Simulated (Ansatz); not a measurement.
# TiO2: the cost of one run

Computed with Ansatz 0.2.0 (DFT PBE+U, scalar-relativistic, plane waves, PAW, unless a step's input says otherwise).

4 further runs of the same task are left out: 4 set aside as unsound or not needed. Runs told in other sessions of the task aren't counted.

**1. Starting point**

The structure is tetragonal, space group P4_2/mnm (No. 136). Conventional cell: a = 4.640 Å, b = 4.640 Å, c = 3.006 Å, α = 90.00°, β = 90.00°, γ = 90.00°. Ti (site symmetry mmm) has 6 O at 1.97 to 2.01 Å in its first shell of neighbours. O (site symmetry m2m) is surrounded by 3 Ti at 1.97 to 2.01 Å.

Structure file:

```cif
data_structure
_symmetry_space_group_name_H-M 'P4_2/mnm'
_symmetry_Int_Tables_number 136
_cell_length_a 4.6404
_cell_length_b 4.6404
_cell_length_c 3.0064
_cell_angle_alpha 90.000
_cell_angle_beta 90.000
_cell_angle_gamma 90.000
_cell_volume 64.74
loop_
_atom_site_label
_atom_site_type_symbol
_atom_site_symmetry_multiplicity
_atom_site_Wyckoff_symbol
_atom_site_fract_x
_atom_site_fract_y
_atom_site_fract_z
_atom_site_occupancy
Ti1 Ti 2 a 0.00000 0.00000 0.00000 1
O1 O 4 f 0.30565 0.30565 0.00000 1
```

This cell was relaxed beforehand with the same method: volume 10.79 Å³/atom, gap on the mesh 2.26 eV.

**2. The reference cell**

Reference values: F = -7270.7532 eV; pressure -0.01 GPa; largest force 0.000 eV/Å; gap on the mesh 2.26 eV. It was computed beforehand with the settings of the runs below.

**3. Next: an energy map of one atom**

Atom 1 (Ti) is moved by p along (1.000, 0.000, 0.000) and q along (0.000, 0.000, 1.000) (Å), all else fixed; its images in the other cells move with it. Points alike by symmetry are run once.

**4. Point p = -0.600, q = -0.600**

Contents of input.yaml:

```yaml
crystal:
  lattice:
    - [4.640382412, 0.0, 0.0]
    - [0.0, 4.640382412, 0.0]
    - [0.0, 0.0, 3.0063836717]
  atoms:
    - { symbol: Ti, position: [-0.1292996884, 0.0, -0.1995753255] }
    - { symbol: Ti, position: [0.5, 0.5, 0.5] }
    - { symbol: O, position: [0.3056475955, 0.3056475955, 0.0] }
    - { symbol: O, position: [0.1943524045, 0.8056475955, 0.5] }
    - { symbol: O, position: [0.6943524045, 0.6943524045, 0.0] }
    - { symbol: O, position: [0.8056475955, 0.1943524045, 0.5] }
basis:
  ecutwfc: 420
kpoints:
  mp_grid: { grid: [6, 6, 10] }
hamiltonian:
  xc: pbe
  hubbard: { sites: [{ species: Ti, l: d, u_eff: 4.0 }] }
scf:
  occupations: { method: gaussian, width: 0.05 }
output:
  forces: true
  stress: true
  eigenvalues: true
```

The run is started by

```bash
ansatz run input.yaml --threads 2 --pin off --max-ram 5120MiB --backend cpu --events-out ev --progress --plain --runs-dir out
```

**Question.** How long does this run take on 2 threads of Intel Xeon at 2.50GHz (Skylake/Cascade Lake), shared host, and how much memory does it need?

About 60 s, with a peak of 0.74 GiB.
